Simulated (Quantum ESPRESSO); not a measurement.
**MnSi: magnetism against biaxial strain**

Aim: follow moments and order energies of MnSi with biaxial strain.

Calculated with Quantum ESPRESSO 7.5; PBE; plane waves with GBRV 1.5 PBE potentials, no spin-orbit coupling.

Most raw output is cut from this account.

## 1. Set-up

Symmetry: P2_13, No. 198, cubic system. Conventional cell: a = 4.558 Å, b = 4.558 Å, c = 4.558 Å, α = 90.00°, β = 90.00°, γ = 90.00°. Nearest to Mn lie 7 Si at 2.31 to 2.55 Å. Si has 7 Mn at 2.31 to 2.55 Å nearest. Farther neighbours are not listed.

Structure file:

```cif
data_structure
_symmetry_space_group_name_H-M 'P2_13'
_symmetry_Int_Tables_number 198
_cell_length_a 4.5580
_cell_length_b 4.5580
_cell_length_c 4.5580
_cell_angle_alpha 90.000
_cell_angle_beta 90.000
_cell_angle_gamma 90.000
_cell_volume 94.69
loop_
_atom_site_label
_atom_site_type_symbol
_atom_site_symmetry_multiplicity
_atom_site_Wyckoff_symbol
_atom_site_fract_x
_atom_site_fract_y
_atom_site_fract_z
_atom_site_occupancy
Mn1 Mn 4 a 0.13700 0.13700 0.13700 1
Si1 Si 4 a 0.84500 0.84500 0.84500 1
```

The lattice constants were typed from memory of published values and not checked against a source.

## 2. Biaxial 0.97, ferro ++++

Lengths in the Cartesian xy plane scale by the factor; z is kept. Atoms keep their fractional places. Seeded atoms are those given a starting moment.

File pw.in:

```
&CONTROL
  calculation = 'scf'
  prefix = 'pwscf'
  outdir = './tmp'
  pseudo_dir = './pseudo'
  disk_io = 'nowf'
  tprnfor = .true.
  tstress = .true.
/
&SYSTEM
  ibrav = 0
  celldm(1) = 8
  nat = 8
  ntyp = 2
  ecutwfc = 40
  ecutrho = 280
  nbnd = 57
  occupations = 'smearing'
  smearing = 'fd'
  degauss = 0.00367493
  nspin = 2
  starting_magnetization(1) = 0.2333
  starting_magnetization(2) = 0
/
&ELECTRONS
  conv_thr = 1.6d-08
  electron_maxstep = 150
  mixing_beta = 0.3
/
ATOMIC_SPECIES
Mn     54.9380 mn_pbe_v1.5.uspp.F.UPF
Si     28.0850 si_pbe_v1.uspp.F.UPF
CELL_PARAMETERS alat
   1.0443713157204    0.0000000000000    0.0000000000000
   0.0000000000000    1.0443713157204    0.0000000000000
   0.0000000000000    0.0000000000000    1.0766714595055
ATOMIC_POSITIONS crystal
Mn      0.1370000000    0.1370000000    0.1370000000
Mn      0.6370000000    0.3630000000    0.8630000000
Mn      0.8630000000    0.6370000000    0.3630000000
Mn      0.3630000000    0.8630000000    0.6370000000
Si      0.8450000000    0.8450000000    0.8450000000
Si      0.3450000000    0.6550000000    0.1550000000
Si      0.1550000000    0.3450000000    0.6550000000
Si      0.6550000000    0.1550000000    0.3450000000
K_POINTS automatic
6 6 6 0 0 0
```

On the command line:

```sh
$ OMP_NUM_THREADS=1 mpirun -n 4 pw.x -nk 4 -in pw.in > pw.out
```

Run time: 3.3 min. Hardware: 4 MPI ranks of Arm Neoverse V2, shared host; peak memory 0.74 GiB; 13 min of CPU time.

Spin moment in the atom's sphere by atom:

```csv
atom,spin moment in the atom's sphere (μB)
Mn1,0.917
Mn2,0.917
Mn3,0.917
Mn4,0.917
Si5,-0.035
Si6,-0.035
Si7,-0.035
Si8,-0.035
```

Numbers from this step:

```yaml
smearing_term_ts: 0.04894 eV
pressure: 7.725 GPa
magnetization: 3.645 μB
absolute_magnetization: 4.202 μB
final_state: ferromagnetic
```

## 3. Biaxial 0.97, no spin polarisation

pw.in, as its differences from that of step 2:

```diff
@@ -16,3 +16,3 @@
   ecutrho = 280
-  nbnd = 57
+  nbnd = 50
   occupations = 'smearing'
@@ -20,5 +20,2 @@
   degauss = 0.00367493
-  nspin = 2
-  starting_magnetization(1) = 0.2333
-  starting_magnetization(2) = 0
 /
```

Run time: 50 s. Hardware: 4 MPI ranks; peak memory 0.56 GiB; 3.3 min of CPU time.

Read from the output:

```yaml
smearing_term_ts: 0.07881 eV
pressure: 5.241 GPa
final_state: non-magnetic (no spin polarisation)
```

## 4. Biaxial 1.03, ferro ++++

pw.in, as its differences from that of step 3:

```diff
@@ -16,3 +16,3 @@
   ecutrho = 280
-  nbnd = 50
+  nbnd = 57
   occupations = 'smearing'
@@ -20,2 +20,5 @@
   degauss = 0.00367493
+  nspin = 2
+  starting_magnetization(1) = 0.2333
+  starting_magnetization(2) = 0
 /
@@ -30,4 +33,4 @@
 CELL_PARAMETERS alat
-   1.0443713157204    0.0000000000000    0.0000000000000
-   0.0000000000000    1.0443713157204    0.0000000000000
+   1.1089716032907    0.0000000000000    0.0000000000000
+   0.0000000000000    1.1089716032907    0.0000000000000
    0.0000000000000    0.0000000000000    1.0766714595055
```

Run time: 3.3 min. Hardware: 4 MPI ranks; peak memory 0.81 GiB; 13 min of CPU time.

Read from the output:

```
smearing term TS       : 0.06487 eV
pressure               : -13.22 GPa
magnetization          : 5.219 μB
absolute magnetization : 6.334 μB
final state            : ferromagnetic
largest moment         : 1.374 μB
```

## 5. The series

The runs not shown differ from these in the moved quantity alone.

States, by row:

| biaxial | ferro ++++ | no spin polarisation |
| --- | --- | --- |
| 0.97 | ferromagnetic | non-magnetic |
| 0.98 | ferromagnetic | non-magnetic |
| 0.99 | ferromagnetic | non-magnetic |
| 1 | ferromagnetic | non-magnetic |
| 1.01 | ferromagnetic | non-magnetic |
| 1.02 | ferromagnetic | non-magnetic |
| 1.03 | ferromagnetic | non-magnetic |

Table of largest site moment, ferro ++++ by biaxial:

```csv
biaxial (factor),"largest site moment, ferro ++++ (μB)"
0.9700,0.917
0.9800,0.964
0.9900,0.996
1.0000,1.02
1.0100,1.04
1.0200,1.07
1.0300,1.37
```

Table of energy less that of the parallel start, no spin polarisation by biaxial:

| biaxial (factor) | energy less that of the parallel start, no spin polarisation (meV a seeded atom) |
| --- | --- |
| 0.9700 | 38.1 |
| 0.9800 | 47.0 |
| 0.9900 | 55.5 |
| 1.0000 | 63.6 |
| 1.0100 | 71.2 |
| 1.0200 | 78.3 |
| 1.0300 | 85.5 |

Table of energy over the lowest by biaxial; values in meV an atom:

```csv
biaxial (factor),ferro ++++,no spin polarisation
0.9700,14.6,33.7
0.9800,3.19,26.7
0.9900,0,27.8
1.0000,4.44,36.2
1.0100,15.9,51.4
1.0200,33.6,72.8
1.0300,56.9,99.7
```

## 6. Summary of results

* moment, parallel start: 0.917 to 1.37 μB
* states met from these starts: ferromagnetic

The moment of the parallel start goes from 0.917 μB at 0.97 to 1.37 μB at 1.03. One step is far larger than the others, the mark of a change of state, as between low and high spin. The net moment of the cell goes from 3.65 to 5.22 μB. The radius of the spheres follows the nearest distance, so part of the change of the site moments is the spheres'. Only a parallel start was run beside the spinless one, so opposed or spiral orders, which may lie lower, are not probed.

[Logs and program files are shortened in this print: banners, set-up blocks, solver, clock and traceback lines can be left out without a mark of their own.]

[Logs are printed without paths, hosts, clocks, repeated set-up lines and the standing remarks that a program may print on its own settings, such as how far it seeks lower states.]

[Hosts, paths, dates, database ids (printed as entryN), source tags and the programs' standing remarks are cut or masked in the printed files.]

[Where a cell is said to come from a database of computed structures, the database is the Materials Project.]
